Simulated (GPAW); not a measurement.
An input for GPAW 26.7.0 (Pr):

File run.py:

```python
from ase.dft.bandgap import bandgap
from ase.io import read, write
from ase.units import GPa
from gpaw import GPAW, PW

atoms = read('Pr.xyz')
atoms.set_initial_magnetic_moments([2.0, 2.0])

calc = GPAW(mode=PW(1600),
            xc='LDA',
            kpts={'size': (5, 5, 3), 'gamma': True},
            occupations={'name': 'fermi-dirac', 'width': 0.05},
            setups='hgh',
            nbands=-18,
            convergence={'density': 1e-05, 'energy': 1e-05},
            maxiter=150,
            txt='gpaw.txt')
atoms.calc = calc
energy = atoms.get_potential_energy()
forces = atoms.get_forces()
stress = atoms.get_stress()
calc.write('gs.gpw')
write('result.traj', atoms)
print(f'Energy: {energy:.6f} eV')
print('Forces (eV/A):')
print(forces.round(4))
print('Stress (GPa):', (stress / GPa).round(3))
print('Moments:', calc.get_magnetic_moments().round(3))
print('Fermi level:', round(calc.get_fermi_level(), 4), 'eV')
print(f'Gap: {bandgap(calc)[0]:.4f} eV, direct: {bandgap(calc, direct=True)[0]:.4f} eV')

path = atoms.cell.bandpath('GMKGALHA,LM,KH', npoints=100, eps=1e-4)
bs_calc = calc.fixed_density(kpts=path, symmetry='off', nbands=-30,
                             convergence={'bands': 'CBM+6.0', 'eigenstates': 1e-6}, txt='bands.txt')
bs = bs_calc.band_structure()
bs.write('bs.json')
print(f'Gap on the path: {bandgap(bs_calc)[0]:.4f} eV')
```

Pr.xyz

```xyz
2
Lattice="3.6690000000 0.0000000000 0.0000000000 -1.8345000000 3.1774472065 0.0000000000 0.0000000000 0.0000000000 5.9200000000" Properties=species:S:1:pos:R:3 pbc="T T T"
Pr     1.8345000002      1.0591490687      4.4400000000
Pr    -0.0000000002      2.1182981378      1.4800000000
```

Potentials or basis: HGH pseudopotentials, pw.

Command:

```bash
$ OMP_NUM_THREADS=1 python run.py
```

Question: How does this run end?

Answer: The run stopped without a result. It printed:

gpaw.txt:

```text
__  _  _
 | _ |_)|_||  |
 |__||  | ||/\| - 26.7.0

Input parameters:
  mode=PW(ecut=1600.0),
  convergence={'density': 1e-05, 'energy': 1e-05},
  kpts=MonkhorstPack(size=(5, 5, 3), gamma=True),
  maxiter=150,
  nbands=-18,
  occupations=Occupations(name='fermi-dirac', width=0.05),
  setups={'default': 'hgh'},
  xc=XC(name='LDA')
```

On the terminal:

```text
Traceback (most recent call last):
  File "run.py", line 19, in <module>
  File "ase/atoms.py", line 1971, in get_potential_energy
  File "new/ase_interface.py", line 292, in get_potential_energy
  File "new/ase_interface.py", line 215, in calculate_property
  File "new/ase_interface.py", line 153, in iconverge
  File "new/ase_interface.py", line 258, in create_new_calculation
  File "new/calculation.py", line 158, in from_parameters
  File "new/calculation.py", line 135, in __init__
  File "dft.py", line 987, in create_dft_calculation_components
  File "dft.py", line 973, in dft_component_builder
  File "dft.py", line 136, in dft_components_builder
  File "pw/builder.py", line 37, in __init__
  File "pwfd/builder.py", line 20, in __init__
  File "new/builder.py", line 96, in __init__
  File "setup.py", line 1323, in __init__
  File "setup.py", line 50, in create_setup
KeyError: 'Pr'
```
